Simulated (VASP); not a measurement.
# TePt (P6_3/mmc) in VASP: notebook

The runs below take TePt through single point, with r2SCAN+U.

Program: VASP 6.6.1. These are calculated values, not measurements. Logs are shortened: lines on timing, memory, paths and dates and some standing lists are left out, and cuts for length are marked.

### 1 The structure

Symmetry: P6_3/mmc, No. 194, hexagonal system. Conventional cell: a = 4.111 Å, b = 4.111 Å, c = 5.446 Å, α = 90.00°, β = 90.00°, γ = 120.00°. Te (site symmetry -6m2) is surrounded by 6 Pt at 2.74 Å. Pt (site symmetry -3m) has 2 Pt at 2.72 Å and 6 Te at 2.74 Å as nearest neighbours.

Measurements of this composition are mostly on another form, of space group No. 166.

### 2 Single point, r2SCAN+U, collinear spin, typed start

POSCAR reads:

```
TePt
1.0
    4.1109992400      0.0000000000      0.0000000000
   -2.0554996200      3.5602297800      0.0000000000
    0.0000000000      0.0000000000      5.4459992500
Te Pt
2 2
Direct
    0.3333333333      0.6666666667      0.2500000000
    0.6666666667      0.3333333333      0.7500000000
    0.0000000000      0.0000000000      0.0000000000
    0.0000000000      0.0000000000      0.5000000000
```

INCAR.step1 reads:

```
ALGO = Normal
EDIFF = 1E-4
ENCUT = 520
GGA = PE
ISMEAR = 0
ISPIN = 2
LASPH = T
LCHARG = F
LDAU = T
LDAUJ = 0 0
LDAUL = -1 2
LDAUTYPE = 2
LDAUU = 0 2
LMAXMIX = 4
LREAL = F
LWAVE = T
MAGMOM = 0 0 2 -2
NBANDS = 28
NELM = 150
PREC = Accurate
SIGMA = 0.05
```

INCAR.step2 reads:

```
ALGO = Normal
EDIFF = 1E-7
ENCUT = 520
ISIF = 2
ISMEAR = 0
ISPIN = 2
ISTART = 1
LASPH = T
LCHARG = F
LDAU = T
LDAUJ = 0 0
LDAUL = -1 2
LDAUPRINT = 1
LDAUTYPE = 2
LDAUU = 0 2
LMAXMIX = 4
LMIXTAU = T
LORBIT = 11
LREAL = F
LWAVE = F
MAGMOM = 0 0 2 -2
METAGGA = R2SCAN
NBANDS = 28
NELM = 150
PREC = Accurate
SIGMA = 0.05
```

KPOINTS reads:

```
k-points
0
Gamma
  5 5 4
```

Potentials or basis: VASP PAW PBE potentials, release 64 (Te, Pt).

On the command line:

```console
> cat potpaw_PBE.64/Te/POTCAR potpaw_PBE.64/Pt/POTCAR > POTCAR
> cp INCAR.step1 INCAR
> mpirun -np 1 vasp_std > vasp.out
> cp INCAR.step2 INCAR
> mpirun -np 1 vasp_std > vasp.out
```

OUTCAR:

```text
EDIFF = 1E-7
   ENCUT = 520
   ISIF = 2
   ISMEAR = 0
   ISPIN = 2
   ISTART = 1
   LASPH = T
   LORBIT = 11
   LREAL = F
   METAGGA = R2SCAN
   NELM = 150
   PREC = Accurate

 ion  position               nearest neighbor table
   1  0.333  0.667  0.250-   3 2.74   4 2.74   3 2.74   4 2.74   3 2.74   4 2.74   2 3.61   2 3.61
                             2 3.61   2 3.61   2 3.61   2 3.61
   2  0.667  0.333  0.750-   3 2.74   4 2.74   3 2.74   4 2.74   3 2.74   4 2.74   1 3.61   1 3.61
                             1 3.61   1 3.61   1 3.61   1 3.61
   3  0.000  0.000  0.000-   4 2.72   4 2.72   1 2.74   2 2.74   2 2.74   1 2.74   2 2.74   1 2.74

   4  0.000  0.000  0.500-   3 2.72   3 2.72   1 2.74   2 2.74   2 2.74   1 2.74   2 2.74   1 2.74

  LATTYP: Found a hexagonal cell.
 ALAT       =     4.1109992400
 C/A-ratio  =     1.3247385689

  Lattice vectors:

 A1 = (   4.1109992400,   0.0000000000,   0.0000000000)
 A2 = (  -2.0554996200,   3.5602297800,   0.0000000000)
 A3 = (   0.0000000000,   0.0000000000,   5.4459992500)

Analysis of symmetry for initial positions (statically):
=====================================================================
 Subroutine PRICEL returns:
 Original cell was already a primitive cell.

 Routine SETGRP: Setting up the symmetry group for a
 hexagonal supercell.

 Subroutine GETGRP returns: Found 24 space group operations
 (whereof 12 operations were pure point group operations)
 out of a pool of 24 trial point group operations.

The static configuration has the point symmetry D_3d.
 The point group associated with its full space group is D_6h.

Analysis of symmetry for dynamics (positions and initial velocities):
=====================================================================
 Subroutine PRICEL returns:
 Original cell was already a primitive cell.

 Routine SETGRP: Setting up the symmetry group for a
 hexagonal supercell.

 Subroutine GETGRP returns: Found 24 space group operations
 (whereof 12 operations were pure point group operations)
 out of a pool of 24 trial point group operations.

The dynamic configuration has the point symmetry D_3d.
 The point group associated with its full space group is D_6h.

Analysis of structural, dynamic, and magnetic symmetry:
=====================================================================
 Subroutine PRICEL returns:
 Original cell was already a primitive cell.

 Routine SETGRP: Setting up the symmetry group for a
 hexagonal supercell.

 Subroutine GETGRP returns: Found 24 space group operations
 (whereof 12 operations were pure point group operations)
 out of a pool of 24 trial point group operations.

The overall configuration has the point symmetry D_3d.
 The point group associated with its full space group is D_6h.

 Subroutine INISYM returns: Found 24 space group operations
 (whereof 12 operations are pure point group operations),
 and found     1 'primitive' translations

----------------------------------------------------------------------------------------

                                     Primitive cell

  volume of cell :      79.7082

  direct lattice vectors                    reciprocal lattice vectors
     4.110999240  0.000000000  0.000000000     0.243249863  0.140440373  0.000000000
    -2.055499620  3.560229780  0.000000000     0.000000000  0.280880747  0.000000000
     0.000000000  0.000000000  5.445999250     0.000000000  0.000000000  0.183621032

  length of vectors
     4.110999240  4.110999243  5.445999250     0.280880747  0.280880747  0.183621032

  position of ions in fractional coordinates (direct lattice)
     0.333333333  0.666666667  0.250000000
     0.666666667  0.333333333  0.750000000
     0.000000000  0.000000000  0.000000000
     0.000000000  0.000000000  0.500000000

  ion indices of the primitive-cell ions
   primitive index   ion index
                 1           1
                 2           2
                 3           3
                 4           4

----------------------------------------------------------------------------------------

 KPOINTS: k-points
[... 94 lines left out ...]
 Gauss-broadening in eV      SIGMA  =   0.05
  energy-cutoff  :      520.00
  volume of cell :       79.71
 maximum number of plane-waves:      2187
 NGX is ok and might be reduce to    32
   NGX = 15   NGY = 15   NGZ = 21

 number of electron      31.9999996 magnetization       0.0000000

atom =   3  type =  2  l = 2

 onsite density matrix

spin component  1

  0.8428 -0.0000  0.0000  0.0408 -0.0000
 -0.0000  0.8557  0.0000 -0.0000  0.0408
  0.0000  0.0000  0.8497  0.0000  0.0000
  0.0408 -0.0000  0.0000  0.8557 -0.0000
 -0.0000  0.0408  0.0000 -0.0000  0.8428

spin component  2

  0.8428 -0.0000  0.0000  0.0408 -0.0000
 -0.0000  0.8557  0.0000 -0.0000  0.0408
  0.0000  0.0000  0.8497  0.0000  0.0000
  0.0408 -0.0000  0.0000  0.8557 -0.0000
 -0.0000  0.0408  0.0000 -0.0000  0.8428

 occupancies and eigenvectors

  o =  0.8079  v =  0.7605 -0.0000 -0.0000 -0.6493  0.0000  0.0000  0.0000  0.0000  0.0000  0.0000      0.0000  0.0000  0.0000  0.0000  0.0000  0.0000  0.0000  0.0000  0.0000  0.0000
  o =  0.8079  v =  0.0000  0.6493  0.0000 -0.0000 -0.7605  0.0000  0.0000  0.0000  0.0000  0.0000      0.0000  0.0000  0.0000  0.0000  0.0000  0.0000  0.0000  0.0000  0.0000  0.0000
  o =  0.8079  v =  0.0000  0.0000  0.0000  0.0000  0.0000  0.7605 -0.0000 -0.0000 -0.6493  0.0000      0.0000  0.0000  0.0000  0.0000  0.0000  0.0000  0.0000  0.0000  0.0000  0.0000
  o =  0.8079  v =  0.0000  0.0000  0.0000  0.0000  0.0000  0.0000  0.6493  0.0000 -0.0000 -0.7605      0.0000  0.0000  0.0000  0.0000  0.0000  0.0000  0.0000  0.0000  0.0000  0.0000
  o =  0.8497  v =  0.0000  0.0000 -1.0000  0.0000 -0.0000  0.0000  0.0000  0.0000  0.0000  0.0000      0.0000  0.0000  0.0000  0.0000  0.0000  0.0000  0.0000  0.0000  0.0000  0.0000
  o =  0.8497  v =  0.0000  0.0000  0.0000  0.0000  0.0000  0.0000  0.0000 -1.0000  0.0000 -0.0000      0.0000  0.0000  0.0000  0.0000  0.0000  0.0000  0.0000  0.0000  0.0000  0.0000
  o =  0.8906  v =  0.6493  0.0000  0.0000  0.7605  0.0000  0.0000  0.0000  0.0000  0.0000  0.0000      0.0000  0.0000  0.0000  0.0000  0.0000  0.0000  0.0000  0.0000  0.0000  0.0000
  o =  0.8906  v =  0.0000 -0.7605 -0.0000  0.0000 -0.6493  0.0000  0.0000  0.0000  0.0000  0.0000      0.0000  0.0000  0.0000  0.0000  0.0000  0.0000  0.0000  0.0000  0.0000  0.0000
  o =  0.8906  v =  0.0000  0.0000  0.0000  0.0000  0.0000  0.6493  0.0000  0.0000  0.7605  0.0000      0.0000  0.0000  0.0000  0.0000  0.0000  0.0000  0.0000  0.0000  0.0000  0.0000
  o =  0.8906  v =  0.0000  0.0000  0.0000  0.0000  0.0000  0.0000 -0.7605 -0.0000  0.0000 -0.6493      0.0000  0.0000  0.0000  0.0000  0.0000  0.0000  0.0000  0.0000  0.0000  0.0000

atom =   4  type =  2  l = 2

 onsite density matrix

spin component  1

  0.8428  0.0000  0.0000 -0.0408 -0.0000
  0.0000  0.8557 -0.0000 -0.0000 -0.0408
  0.0000 -0.0000  0.8497 -0.0000  0.0000
 -0.0408 -0.0000 -0.0000  0.8557  0.0000
 -0.0000 -0.0408  0.0000  0.0000  0.8428

spin component  2

  0.8428  0.0000  0.0000 -0.0408 -0.0000
  0.0000  0.8557 -0.0000 -0.0000 -0.0408
  0.0000 -0.0000  0.8497 -0.0000  0.0000
 -0.0408 -0.0000 -0.0000  0.8557  0.0000
 -0.0000 -0.0408  0.0000  0.0000  0.8428

 occupancies and eigenvectors

  o =  0.8079  v =  0.0000  0.0000  0.0000  0.0000  0.0000  0.7605  0.0000 -0.0000  0.6493  0.0000      0.0000  0.0000  0.0000  0.0000  0.0000  0.0000  0.0000  0.0000  0.0000  0.0000
  o =  0.8079  v =  0.0000  0.0000  0.0000  0.0000  0.0000 -0.0000  0.6493 -0.0000 -0.0000  0.7605      0.0000  0.0000  0.0000  0.0000  0.0000  0.0000  0.0000  0.0000  0.0000  0.0000
  o =  0.8079  v =  0.7605  0.0000 -0.0000  0.6493  0.0000  0.0000  0.0000  0.0000  0.0000  0.0000      0.0000  0.0000  0.0000  0.0000  0.0000  0.0000  0.0000  0.0000  0.0000  0.0000
  o =  0.8079  v = -0.0000  0.6493 -0.0000 -0.0000  0.7605  0.0000  0.0000  0.0000  0.0000  0.0000      0.0000  0.0000  0.0000  0.0000  0.0000  0.0000  0.0000  0.0000  0.0000  0.0000
  o =  0.8497  v =  0.0000  0.0000  0.0000  0.0000  0.0000 -0.0000  0.0000  1.0000  0.0000  0.0000      0.0000  0.0000  0.0000  0.0000  0.0000  0.0000  0.0000  0.0000  0.0000  0.0000
  o =  0.8497  v = -0.0000  0.0000  1.0000  0.0000  0.0000  0.0000  0.0000  0.0000  0.0000  0.0000      0.0000  0.0000  0.0000  0.0000  0.0000  0.0000  0.0000  0.0000  0.0000  0.0000
  o =  0.8906  v =  0.0000  0.0000  0.0000  0.0000  0.0000  0.6493 -0.0000  0.0000 -0.7605  0.0000      0.0000  0.0000  0.0000  0.0000  0.0000  0.0000  0.0000  0.0000  0.0000  0.0000
  o =  0.8906  v =  0.0000  0.0000  0.0000  0.0000  0.0000 -0.0000 -0.7605  0.0000  0.0000  0.6493      0.0000  0.0000  0.0000  0.0000  0.0000  0.0000  0.0000  0.0000  0.0000  0.0000
  o =  0.8906  v = -0.6493  0.0000 -0.0000  0.7605 -0.0000  0.0000  0.0000  0.0000  0.0000  0.0000      0.0000  0.0000  0.0000  0.0000  0.0000  0.0000  0.0000  0.0000  0.0000  0.0000
  o =  0.8906  v = -0.0000 -0.7605  0.0000  0.0000  0.6493  0.0000  0.0000  0.0000  0.0000  0.0000      0.0000  0.0000  0.0000  0.0000  0.0000  0.0000  0.0000  0.0000  0.0000  0.0000

 number of electron      31.9999996 magnetization      -0.0000000

 Free energy of the ion-electron system (eV)
  ---------------------------------------------------
  ext. energy  EPLUGINS =         0.00000000
  ---------------------------------------------------
  free energy    TOTEN  =      -151.65632854 eV

  energy without entropy =     -151.65478406  energy(sigma->0) =     -151.65555630

 E-fermi :  10.7104     XC(G=0): -12.3377

 val. band max:       10.6951708127   @ k =   0.4000   0.2000   0.0000
 cond. band min:      10.8806217802   @ k =   0.0000   0.0000   0.0000
 fundamental gap:      0.1854509675
 Fermi energy:        10.7104109507

 spin component 1

 k-point     1 :       0.0000    0.0000    0.0000
  band No.  band energies     occupation
      1      -4.5988      1.00000
      2      -1.2963      1.00000
      3       2.3963      1.00000
      4       3.4250      1.00000
      5       3.4250      1.00000
      6       4.0966      1.00000
[... 454 lines left out ...]
     27      21.7979      0.00000
     28      21.7979      0.00000
 Fermi energy:        10.7104109507

 spin component 2

 k-point     1 :       0.0000    0.0000    0.0000
  band No.  band energies     occupation
      1      -4.5988      1.00000
      2      -1.2963      1.00000
      3       2.3963      1.00000
      4       3.4250      1.00000
      5       3.4250      1.00000
      6       4.0966      1.00000
[... 454 lines left out ...]
     27      21.7979      0.00000
     28      21.7979      0.00000

------------------------ aborting loop because EDIFF is reached ----------------------------------------

  FORCE on cell =-STRESS in cart. coord.  units (eV):
  Direction    XX          YY          ZZ          XY          YZ          ZX
  --------------------------------------------------------------------------------------
  -------------------------------------------------------------------------------------
  Total        5.8381870      5.8381870      6.9957537      0.0000000     -0.0000000     -0.0000000
  in kB      117.3506714    117.3506716    140.6183793      0.0000000     -0.0000000     -0.0000000
  external PRESSURE =     125.1065741 kB  Pullay stress =       0.0000000 kB

 VOLUME and BASIS-vectors are now :
 -----------------------------------------------------------------------------
  energy-cutoff  :      520.00
  volume of cell :       79.71
      direct lattice vectors                 reciprocal lattice vectors
     4.110999240  0.000000000  0.000000000     0.243249863  0.140440373  0.000000000
    -2.055499620  3.560229780  0.000000000     0.000000000  0.280880747  0.000000000
     0.000000000  0.000000000  5.445999250     0.000000000  0.000000000  0.183621032

 POSITION                                       TOTAL-FORCE (eV/Angst)
 -----------------------------------------------------------------------------------
     -0.00000      2.37349      1.36150         0.000000      0.000000      0.000000
      2.05550      1.18674      4.08450        -0.000000     -0.000000      0.000000
      0.00000      0.00000      0.00000        -0.000000      0.000000      0.000000
      0.00000      0.00000      2.72300         0.000000      0.000000      0.000000
 -----------------------------------------------------------------------------------
    total drift:                                0.000000     -0.000000      0.000000

  FREE ENERGIE OF THE ION-ELECTRON SYSTEM (eV)
  ---------------------------------------------------
  free  energy   TOTEN  =      -151.6563285424 eV

  energy  without entropy=     -151.6547840631  energy(sigma->0) =     -151.65555630

 total charge

# of ion       s       p       d       tot
------------------------------------------
    1        1.407   1.850   0.118   3.375
    2        1.407   1.850   0.118   3.375
    3        0.634   0.566   8.436   9.636
    4        0.634   0.566   8.436   9.636
--------------------------------------------------
tot          4.081   4.834  17.108  26.022

 magnetization (x)

# of ion       s       p       d       tot
------------------------------------------
    1        0.000   0.000   0.000   0.000
    2        0.000   0.000   0.000   0.000
    3       -0.000   0.000   0.000   0.000
    4        0.000  -0.000  -0.000  -0.000
--------------------------------------------------
tot          0.000   0.000   0.000   0.000
```

Wall time 2.6 min (1 thread of Intel Xeon Platinum 8488C (Sapphire Rapids), shared host); peak memory 0.27 GiB.

Results:

```
Free energy                                           : -151.6563 eV
Pressure                                              : 12.5 GPa
Band gap on the k mesh                                : none (metal or under the smearing width)
Net moment                                            : 0.00 μB per cell
Valence electrons inside the program's atomic spheres : Te 3.38; Pt 9.64
```

Levels at points of the mesh, in eV from the Fermi level:
Spin up:
| k point | band 12 | band 13 | band 14 | band 15 | band 16 | band 17 | band 18 | band 19 | band 20 | band 21 |
| --- | --- | --- | --- | --- | --- | --- | --- | --- | --- | --- |
| (0.00, 0.00, 0.00) | -2.70 | -1.87 | -1.87 | 0.17 | 0.36 | 1.91 | 2.42 | 2.42 | 2.67 | 4.84 |
| (0.00, 0.00, 0.50) | -4.39 | -2.72 | -2.72 | 1.02 | 1.02 | 1.02 | 1.02 | 4.69 | 4.69 | 5.94 |
Spin down:
| k point | band 14 | band 15 | band 16 | band 17 | band 18 | band 19 |
| --- | --- | --- | --- | --- | --- | --- |
| (0.00, 0.00, 0.00) | -1.87 | 0.17 | 0.36 | 1.91 | 2.42 | 2.42 |
| (0.00, 0.00, 0.50) | -2.72 | 1.02 | 1.02 | 1.02 | 1.02 | 4.69 |

Eigenvalues of the final occupation matrices:
| site | spin | trace | eigenvalues |
| --- | --- | --- | --- |
| site 3 d | 1 | 4.25 | 0.81 0.81 0.85 0.89 0.89 |
| site 3 d | 2 | 4.25 | 0.81 0.81 0.85 0.89 0.89 |
| site 4 d | 1 | 4.25 | 0.81 0.81 0.85 0.89 0.89 |
| site 4 d | 2 | 4.25 | 0.81 0.81 0.85 0.89 0.89 |

Caveat: the PAW data sets were made with another functional, which shifts forces and pressure a little; the U is typed as a test and isn't derived for this compound.

### 3 Single point, r2SCAN+U, collinear spin, zero start

POSCAR is that of step 2.

INCAR.step1 reads:

```
PREC = Accurate ; ENCUT = 520
ISMEAR = 0 ; SIGMA = 0.05
LREAL = F ; LASPH = T
NELM = 150 ; ISPIN = 2
MAGMOM = 0 0 0 0 ; LMAXMIX = 4
LDAU = T ; LDAUTYPE = 2
LDAUL = -1 2 ; LDAUU = 0 2
LDAUJ = 0 0 ; NBANDS = 28
GGA = PE ; ALGO = Normal
EDIFF = 1E-4 ; LWAVE = T
LCHARG = F
```

INCAR.step2 reads:

```
PREC = Accurate ; ENCUT = 520
EDIFF = 1E-6 ; ISMEAR = 0
SIGMA = 0.05 ; LREAL = F
LASPH = T ; NELM = 150
ALGO = Normal ; ISIF = 2
LWAVE = F ; LCHARG = F
ISPIN = 2 ; MAGMOM = 0 0 0 0
LORBIT = 11 ; LMAXMIX = 4
LDAU = T ; LDAUTYPE = 2
LDAUL = -1 2 ; LDAUU = 0 2
LDAUJ = 0 0 ; LDAUPRINT = 1
METAGGA = R2SCAN ; LMIXTAU = T
NBANDS = 28 ; ISTART = 1
```

KPOINTS reads:

```
regular mesh
0
Gamma
  5 5 4
```

Potentials or basis: VASP PAW PBE potentials, release 64 (Te, Pt).

On the command line:

```console
> cat potpaw_PBE.64/Te/POTCAR potpaw_PBE.64/Pt/POTCAR > POTCAR
> cp INCAR.step1 INCAR
> mpirun -np 1 vasp_std > vasp.out
> cp INCAR.step2 INCAR
> mpirun -np 1 vasp_std > vasp.out
```

Run time: 1.9 min. Hardware: 1 thread of Intel Xeon Platinum 8488C (Sapphire Rapids), shared host; peak memory 0.27 GiB.

Results (log left out):

| Property | Result |
| --- | --- |
| Free energy | -151.6563 eV |
| Pressure | 12.5 GPa |
| Band gap on the k mesh | none (metal or under the smearing width) |
| Net moment | 0.00 μB per cell |
| Valence electrons inside the program's atomic spheres | Te 3.38; Pt 9.64 |

Stress tensor (GPa, compression positive):
```
11.73  0.00  0.00
 0.00 11.73  0.00
 0.00  0.00 14.07
```

Levels at points of the mesh, in eV from the Fermi level:
Spin up:
```csv
k point,band 12,band 13,band 14,band 15,band 16,band 17,band 18,band 19,band 20,band 21
"(0.00, 0.00, 0.00)",-2.70,-1.87,-1.87,0.17,0.36,1.91,2.42,2.42,2.67,4.84
"(0.00, 0.00, 0.50)",-4.39,-2.72,-2.72,1.02,1.02,1.02,1.02,4.70,4.70,5.94
```
Spin down:
```
           k point  band 14  band 15  band 16  band 17  band 18  band 19
(0.00, 0.00, 0.00)    -1.87     0.17     0.36     1.91     2.42     2.42
(0.00, 0.00, 0.50)    -2.72     1.02     1.02     1.02     1.02     4.70
```

Eigenvalues of the final occupation matrices:
```tsv
site	spin	trace	eigenvalues
site 3 d	1	4.25	0.81 0.81 0.85 0.89 0.89
site 3 d	2	4.25	0.81 0.81 0.85 0.89 0.89
site 4 d	1	4.25	0.81 0.81 0.85 0.89 0.89
site 4 d	2	4.25	0.81 0.81 0.85 0.89 0.89
```

Caveat: the PAW data sets were made with another functional, which shifts forces and pressure a little; the U is typed as a test and isn't derived for this compound. The run has no spin-orbit coupling, so splittings on Pt, Te are missing.
